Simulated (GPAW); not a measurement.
# zinc-blende (GaAs)₁₋ₓ(AlAs)ₓ at x = 0: the As K absorption edge

Aim: the As K edge in zinc-blende (GaAs)₁₋ₓ(AlAs)ₓ at x = 0, one member of a composition series.

Method: X-ray absorption from dipole matrix elements to empty bands, plane-wave PAW PBE, in GPAW 26.7.0.

Most raw output is cut from this account.

### Step 1. Starting point

It takes space group F-43m (No. 216, cubic). Conventional cell: a = 5.653 Å, b = 5.653 Å, c = 5.653 Å, α = 90.00°, β = 90.00°, γ = 90.00°. Nearest to Ga lie 4 As at 2.45 Å. As has 4 Ga at 2.45 Å nearest. 16-atom zinc-blende cell, 0 of 8 Ga sites taken by Al at random, lattice constants typed for the ends and interpolated (Vegard). Farther neighbours are not listed.

Coordinates:

```xyz
16
Lattice="0.0000 5.6530 5.6530 5.6530 0.0000 5.6530 5.6530 5.6530 0.0000" Properties=species:S:1:pos:R:3 pbc="T T T"
Ga    0.0000    0.0000    0.0000
As    1.4132    1.4132    1.4132
Ga    2.8265    2.8265    0.0000
As    4.2397    4.2397    1.4132
Ga    2.8265    0.0000    2.8265
As    4.2397    1.4132    4.2397
Ga    5.6530    8.4795    8.4795
As    7.0662    4.2397    4.2397
Ga    0.0000    2.8265    2.8265
As    1.4132    4.2397    4.2397
Ga    8.4795    5.6530    8.4795
As    4.2397    7.0662    4.2397
Ga    2.8265    2.8265    5.6530
As    4.2397    4.2397    7.0662
Ga    5.6530    5.6530    5.6530
As    7.0662    7.0662    7.0662
```

### Step 2. Ground state of the crystal

A plain self-consistent run shows whether there is a gap, which decides the set-up of the core-hole run.

Contents of scf.py:

```python
import numpy as np
from ase import Atoms
from ase.parallel import parprint, paropen
from gpaw import GPAW, PW, FermiDirac, Mixer, MixerDif, setup_paths
from gpaw.test import gen
setup_paths.insert(0, '.')
gen('As', name='nch1s', xcname='PBE', corehole=(1, 0, 0), write_xml=True)
from gpaw.mpi import world
world.barrier()

atoms = Atoms('GaAsGaAsGaAsGaAsGaAsGaAsGaAsGaAs',
    cell=[[0, 5.653, 5.653],
     [5.653, 0, 5.653],
     [5.653, 5.653, 0]],
    scaled_positions=[[0, 0, 0],
     [0.125, 0.125, 0.125],
     [0, 0, 0.5],
     [0.125, 0.125, 0.625],
     [0, 0.5, 0],
     [0.125, 0.625, 0.125],
     [1, 0.5, 0.5],
     [0.125, 0.625, 0.625],
     [0.5, 0, 0],
     [0.625, 0.125, 0.125],
     [0.5, 1, 0.5],
     [0.625, 0.125, 0.625],
     [0.5, 0.5, 0],
     [0.625, 0.625, 0.125],
     [0.5, 0.5, 0.5],
     [0.625, 0.625, 0.625]],
    pbc=True)
atoms.calc = calc = GPAW(legacy_gpaw=True, mode=PW(400, force_complex_dtype=True), xc='PBE', setups={1: 'nch1s'},
    kpts={'size': (4, 4, 4), 'gamma': True}, occupations=FermiDirac(0.05),
    charge=0, mixer=Mixer(0.1, 5, 50), maxiter=150,
    convergence={'density': 0.0001, 'eigenstates': 1e-6}, txt='scf.txt')
energy = atoms.get_potential_energy() + calc.get_reference_energy()
ef = calc.get_fermi_level()
out = dict(energy=energy, fermi=ef, forces=atoms.get_forces().tolist())
parprint(f'all-electron energy {energy:.4f} eV, Fermi level {ef:.4f} eV')
ev = np.array([[calc.get_eigenvalues(k, s) for k in range(len(calc.get_ibz_k_points()))] for s in range(calc.get_number_of_spins())])
out['homo'], out['lumo'], out['counts'] = ev[ev < ef].max(), ev[ev > ef].min(), sorted(set((ev < ef).sum((0, 2)).tolist()))
out['filled'] = (ev[:, 0] < ef).sum(1).tolist()
import json
with paropen('out.json', 'w') as f:
    json.dump(out, f)
```

Launch:

```bash
$ OMP_NUM_THREADS=1 mpirun -n 4 gpaw python scf.py
```

It took 68 s on 4 MPI ranks of Intel Xeon at 2.50GHz (Skylake/Cascade Lake), shared host; peak memory 0.32 GiB.

The mesh shows a gap of 0.59 eV. The excited electron is kept all the same, so that all members of the series, with or without a gap, are treated alike.

### Step 3. Reference energy of the cell

The photon energy needs a difference of total energies, so the cell and mesh of the coming hole run are first run without a hole.

scf.py, as its differences from that of step 2:

```diff
@@ -20,3 +20,3 @@
      [0.125, 0.625, 0.125],
-     [1, 0.5, 0.5],
+     [0, 0.5, 0.5],
      [0.125, 0.625, 0.625],
@@ -24,3 +24,3 @@
      [0.625, 0.125, 0.125],
-     [0.5, 1, 0.5],
+     [0.5, 0, 0.5],
      [0.625, 0.125, 0.625],
@@ -32,3 +32,3 @@
 atoms.calc = calc = GPAW(legacy_gpaw=True, mode=PW(400, force_complex_dtype=True), xc='PBE', setups={1: 'nch1s'},
-    kpts={'size': (4, 4, 4), 'gamma': True}, occupations=FermiDirac(0.05),
+    kpts={'size': (3, 3, 3), 'gamma': True}, occupations=FermiDirac(0.02),
     charge=0, mixer=Mixer(0.1, 5, 50), maxiter=150,
```

Run time: 43 s. Hardware: 4 MPI ranks; peak memory 0.26 GiB; 2.9 min of CPU time.

Reference energy: -915166.822 eV with the cores included.

### Step 4. Spectrum with XCH, As atom 2

The holes are 8.0 Å apart. In GPAW the data set carries the hole's charge, so charge=0 means a charged cell and charge=-1 a neutral one. The excited electron is kept in the cell, where it fills the lowest empty states and screens the hole. After the field has converged, empty bands are computed with the density fixed and the dipole matrix elements are summed.

The absorber has 4 Ga at 2.45 Å (tetrahedral).

Contents of xas.py:

```python
import numpy as np
from ase import Atoms
from ase.parallel import parprint, paropen
from gpaw import GPAW, PW, FermiDirac, Mixer, MixerDif, setup_paths
from gpaw.test import gen
setup_paths.insert(0, '.')
gen('As', name='fch1s', xcname='PBE', corehole=(1, 0, 1), write_xml=True)
from gpaw.mpi import world
world.barrier()

atoms = Atoms('GaAsGaAsGaAsGaAsGaAsGaAsGaAsGaAs',
    cell=[[0, 5.653, 5.653],
     [5.653, 0, 5.653],
     [5.653, 5.653, 0]],
    scaled_positions=[[0, 0, 0],
     [0.125, 0.125, 0.125],
     [0, 0, 0.5],
     [0.125, 0.125, 0.625],
     [0, 0.5, 0],
     [0.125, 0.625, 0.125],
     [0, 0.5, 0.5],
     [0.125, 0.625, 0.625],
     [0.5, 0, 0],
     [0.625, 0.125, 0.125],
     [0.5, 0, 0.5],
     [0.625, 0.125, 0.625],
     [0.5, 0.5, 0],
     [0.625, 0.625, 0.125],
     [0.5, 0.5, 0.5],
     [0.625, 0.625, 0.625]],
    pbc=True)
atoms.calc = calc = GPAW(legacy_gpaw=True, mode=PW(400, force_complex_dtype=True), xc='PBE', setups={1: 'fch1s'},
    kpts={'size': (3, 3, 3), 'gamma': True}, occupations=FermiDirac(0.04),
    charge=-1, mixer=Mixer(0.1, 5, 50), maxiter=150,
    convergence={'density': 0.0001, 'eigenstates': 1e-6}, txt='scf.txt')
energy = atoms.get_potential_energy() + calc.get_reference_energy()
ef = calc.get_fermi_level()
out = dict(energy=energy, fermi=ef, forces=atoms.get_forces().tolist())
parprint(f'all-electron energy {energy:.4f} eV, Fermi level {ef:.4f} eV')
ev = np.array([[calc.get_eigenvalues(k, s) for k in range(len(calc.get_ibz_k_points()))] for s in range(calc.get_number_of_spins())])
out['homo'], out['lumo'], out['counts'] = ev[ev < ef].max(), ev[ev > ef].min(), sorted(set((ev < ef).sum((0, 2)).tolist()))
out['filled'] = (ev[:, 0] < ef).sum(1).tolist()

from ase.units import Ha
from gpaw.xas import dipole_matrix_elements
nb = int(calc.get_number_of_electrons() / 2) + 185
top, nb = nb, nb + 8 + nb // 12
nscf = calc.fixed_density(kpts={'size': (4, 4, 4), 'gamma': True}, nbands=nb,
    convergence={'bands': top, 'eigenstates': 5e-3}, maxiter=60, txt='nscf.txt')
cell = atoms.cell.array
ops = [cell.T @ U.T @ np.linalg.inv(cell.T) for U in nscf.wfs.kd.symmetry.op_scc]
filled = [32]  # bands filled in the ground state, by spin
E = np.arange(-6, 30, 0.1)
fwhm = np.interp(E, [4, 25], [2.14, 3.5])
Y, X, zero, highest = 0, 0, 1e9, 1e9
for spin in range(nscf.get_number_of_spins()):
    wfs = nscf.wfs
    mine = wfs.bd.get_slice()  # this rank's bands
    A = dipole_matrix_elements(wfs.setups[1])
    eps = np.zeros((wfs.kd.nibzkpts, nb))
    d = np.zeros((3, A.shape[1], wfs.kd.nibzkpts, nb), complex)
    for kpt in wfs.kpt_u:
        if kpt.s == spin and 1 in kpt.P_ani:
            eps[kpt.k, mine] = kpt.eps_n * Ha
            d[:, :, kpt.k, mine] = (kpt.weight * wfs.nspins / 2) ** 0.5 * np.inner(A, kpt.P_ani[1])
    world.sum(eps)
    world.sum(d)
    T = np.einsum('amkn,bmkn->abkn', d, d.conj()).real
    T = sum(np.einsum('ai,ijkn,bj->abkn', R, T, R) for R in ops) / len(ops)
    empty = np.ones_like(eps, bool) & (np.arange(nb) >= filled[spin])
    zero, highest = min(zero, eps[empty].min()), min(highest, eps[:, top - 1].min())
    lines = [(eps, T, empty)] if spin == 0 else lines + [(eps, T, empty)]
for eps, T, empty in lines:
    f = np.einsum('aakn->akn', T).reshape(3, -1)
    x = eps.ravel() - zero
    w = np.interp(x, E, fwhm) / 2.35482
    g = np.exp(-0.5 * ((E[:, None] - x) / w) ** 2) / (w * (2 * np.pi) ** 0.5)
    Y = Y + (f * empty.ravel()) @ g.T
    X = X + (f * ~empty.ravel()) @ g.T
out.update(E=E.round(2).tolist(), xas=Y.tolist(), xes=X.tolist(), zero=zero, valid=highest - zero, nk=len(eps), nb=nb)
for i in range(0, len(E), 10):
    parprint(f'{E[i]:7.2f}', *(f'{v:10.3e}' for v in Y[:, i]))
import json
with paropen('out.json', 'w') as f:
    json.dump(out, f)
```

Launch:

```bash
$ OMP_NUM_THREADS=1 mpirun -n 4 gpaw python xas.py
```

Run time: 3.5 min. Hardware: 4 MPI ranks; peak memory 0.49 GiB; 14 min of CPU time.

The As K spectrum, As atom 2, excited-electron core hole (neutral cell) (energy from the bottom of the conduction band, which holds the excited electron; intensity scaled to a mean of 1 over the first 20 eV):

| E (eV) | intensity |
| --- | --- |
| -2.0 | 0.00 |
| -1.0 | 0.02 |
| 0.0 | 0.20 |
| 1.0 | 0.72 |
| 2.0 | 1.18 |
| 3.0 | 1.23 |
| 4.0 | 1.43 |
| 5.0 | 1.46 |
| 6.0 | 1.24 |
| 7.0 | 1.27 |
| 8.0 | 1.26 |
| 9.0 | 1.15 |
| 10.0 | 0.99 |
| 11.0 | 0.83 |
| 12.0 | 0.80 |
| 13.0 | 0.84 |
| 14.0 | 0.83 |
| 15.0 | 0.77 |
| 16.0 | 0.73 |
| 17.0 | 0.79 |
| 18.0 | 0.90 |
| 19.0 | 0.91 |
| 20.0 | 0.87 |
| 21.0 | 0.89 |
| 22.0 | 0.90 |
| 23.0 | 0.88 |
| 24.0 | 0.93 |
| 25.0 | 1.04 |
| 26.0 | 1.07 |
| 27.0 | 0.93 |

Main maxima below 27 eV (height): 4.6 eV (1.51), 7.4 eV (1.29), 13.4 eV (0.84), 18.6 eV (0.91) and 25.6 eV (1.07). A K edge sees empty p states on the absorber.

The energy difference (zero at 11902 eV) isn't read as a photon energy: for so heavy an absorber the terms left out (the hole's spin, the functional's error) amount to tens of eV or more.

### Step 5. Cell without a hole, the energy reference

The absorbing element, whose data set is made anew, changes for the next run, so it gets a reference energy of its own.

scf.py, as its differences from that of step 3:

```diff
@@ -6,3 +6,3 @@
 setup_paths.insert(0, '.')
-gen('As', name='nch1s', xcname='PBE', corehole=(1, 0, 0), write_xml=True)
+gen('Ga', name='nch1s', xcname='PBE', corehole=(1, 0, 0), write_xml=True)
 from gpaw.mpi import world
@@ -31,3 +31,3 @@
     pbc=True)
-atoms.calc = calc = GPAW(legacy_gpaw=True, mode=PW(400, force_complex_dtype=True), xc='PBE', setups={1: 'nch1s'},
+atoms.calc = calc = GPAW(legacy_gpaw=True, mode=PW(400, force_complex_dtype=True), xc='PBE', setups={0: 'nch1s'},
     kpts={'size': (3, 3, 3), 'gamma': True}, occupations=FermiDirac(0.02),
```

Launch:

```bash
$ OMP_NUM_THREADS=1 mpirun -n 4 gpaw python scf.py
```

The job ended after 40 s (4 MPI ranks; peak memory 0.31 GiB).

Reference energy: -915166.822 eV with the cores included.

### Step 6. Spectrum with XCH, Ga atom 1

The holes are 8.0 Å apart. The excited electron is kept in the cell, where it fills the lowest empty states and screens the hole. After the field has converged, empty bands are computed with the density fixed and the dipole matrix elements are summed.

The absorber has 4 As at 2.45 Å (tetrahedral).

xas.py, as its differences from that of step 4:

```diff
@@ -6,3 +6,3 @@
 setup_paths.insert(0, '.')
-gen('As', name='fch1s', xcname='PBE', corehole=(1, 0, 1), write_xml=True)
+gen('Ga', name='fch1s', xcname='PBE', corehole=(1, 0, 1), write_xml=True)
 from gpaw.mpi import world
@@ -31,3 +31,3 @@
     pbc=True)
-atoms.calc = calc = GPAW(legacy_gpaw=True, mode=PW(400, force_complex_dtype=True), xc='PBE', setups={1: 'fch1s'},
+atoms.calc = calc = GPAW(legacy_gpaw=True, mode=PW(400, force_complex_dtype=True), xc='PBE', setups={0: 'fch1s'},
     kpts={'size': (3, 3, 3), 'gamma': True}, occupations=FermiDirac(0.04),
@@ -53,3 +53,3 @@
 E = np.arange(-6, 30, 0.1)
-fwhm = np.interp(E, [4, 25], [2.14, 3.5])
+fwhm = np.interp(E, [4, 25], [1.82, 3.5])
 Y, X, zero, highest = 0, 0, 1e9, 1e9
@@ -58,3 +58,3 @@
     mine = wfs.bd.get_slice()  # this rank's bands
-    A = dipole_matrix_elements(wfs.setups[1])
+    A = dipole_matrix_elements(wfs.setups[0])
     eps = np.zeros((wfs.kd.nibzkpts, nb))
@@ -62,5 +62,5 @@
     for kpt in wfs.kpt_u:
-        if kpt.s == spin and 1 in kpt.P_ani:
+        if kpt.s == spin and 0 in kpt.P_ani:
             eps[kpt.k, mine] = kpt.eps_n * Ha
-            d[:, :, kpt.k, mine] = (kpt.weight * wfs.nspins / 2) ** 0.5 * np.inner(A, kpt.P_ani[1])
+            d[:, :, kpt.k, mine] = (kpt.weight * wfs.nspins / 2) ** 0.5 * np.inner(A, kpt.P_ani[0])
     world.sum(eps)
```

Launch:

```bash
$ OMP_NUM_THREADS=1 mpirun -n 4 gpaw python xas.py
```

Wall time 2.4 min (4 MPI ranks); peak memory 0.48 GiB; 9.6 min of CPU time.

The Ga K spectrum, Ga atom 1, excited-electron core hole (neutral cell) (energy from the bottom of the conduction band, which holds the excited electron; intensity scaled to a mean of 1 over the first 20 eV):

| E (eV) | intensity |
| --- | --- |
| -2.0 | 0.00 |
| -1.5 | 0.00 |
| -1.0 | 0.01 |
| -0.5 | 0.03 |
| 0.0 | 0.09 |
| 0.5 | 0.23 |
| 1.0 | 0.45 |
| 1.5 | 0.71 |
| 2.0 | 0.97 |
| 2.5 | 1.20 |
| 3.0 | 1.40 |
| 3.5 | 1.62 |
| 4.0 | 1.81 |
| 4.5 | 1.84 |
| 5.0 | 1.67 |
| 5.5 | 1.41 |
| 6.0 | 1.19 |
| 6.5 | 1.06 |
| 7.0 | 1.02 |
| 7.5 | 1.01 |
| 8.0 | 0.97 |
| 8.5 | 0.92 |
| 9.0 | 0.88 |
| 9.5 | 0.89 |
| 10.0 | 0.94 |
| 10.5 | 1.03 |
| 11.0 | 1.12 |
| 11.5 | 1.21 |
| 12.0 | 1.25 |
| 12.5 | 1.23 |
| 13.0 | 1.15 |
| 13.5 | 1.04 |
| 14.0 | 0.93 |
| 14.5 | 0.83 |
| 15.0 | 0.75 |
| 15.5 | 0.69 |
| 16.0 | 0.66 |
| 16.5 | 0.66 |
| 17.0 | 0.69 |
| 17.5 | 0.74 |
| 18.0 | 0.78 |
| 18.5 | 0.81 |
| 19.0 | 0.80 |
| 19.5 | 0.78 |
| 20.0 | 0.76 |
| 20.5 | 0.75 |
| 21.0 | 0.74 |
| 21.5 | 0.75 |
| 22.0 | 0.75 |
| 22.5 | 0.74 |
| 23.0 | 0.73 |
| 23.5 | 0.72 |
| 24.0 | 0.71 |
| 24.5 | 0.71 |
| 25.0 | 0.71 |
| 25.5 | 0.72 |
| 26.0 | 0.74 |
| 26.5 | 0.75 |
| 27.0 | 0.77 |
| 27.5 | 0.79 |

Main maxima below 27 eV (height): 4.4 eV (1.86), 12.2 eV (1.25) and 18.6 eV (0.81). 

The energy difference (zero at 10401 eV) isn't read as a photon energy: for so heavy an absorber the terms left out (the hole's spin, the functional's error) amount to tens of eV or more.

### Step 7. Outcome

| Item | Value |
| --- | --- |
| absorber and edge | As K, atom 2 of the ground-state input (counted from 1) |
| surroundings | 4 Ga at 2.45 Å (tetrahedral) |
| highest intensity below 24 eV | 4.6 eV above the zero, height 1.51 |

In words: The As K edge of atom 2, with 4 Ga at 2.45 Å (tetrahedral), has its highest intensity of the first 24 eV at 4.6 eV above the zero, 1.5 times the mean level of the first 20 eV (Gaussian full width 2.14 eV up to 4 eV, rising linearly to 3.5 eV at 25 eV). The script folds with a Gaussian, whereas the core hole's own line is a Lorentzian, so the onset is too steep and the first peak too high.

[Logs are printed without paths, hosts, clocks, repeated set-up lines and the standing remarks that a program may print on its own settings, such as how far it seeks lower states.]

[Hosts, paths, dates, database ids (printed as entryN), source tags and the programs' standing remarks are cut or masked in the printed files.]

[Lists of maxima count a maximum above −3 eV only where it reaches 4 % of the highest in the window and stands out from its surroundings by 2 % of it (1.5 % where it reaches 55 %); shoulders and weaker maxima are passed over, and of the rest the first, up to two pre-edge ones and the few strongest are named.]
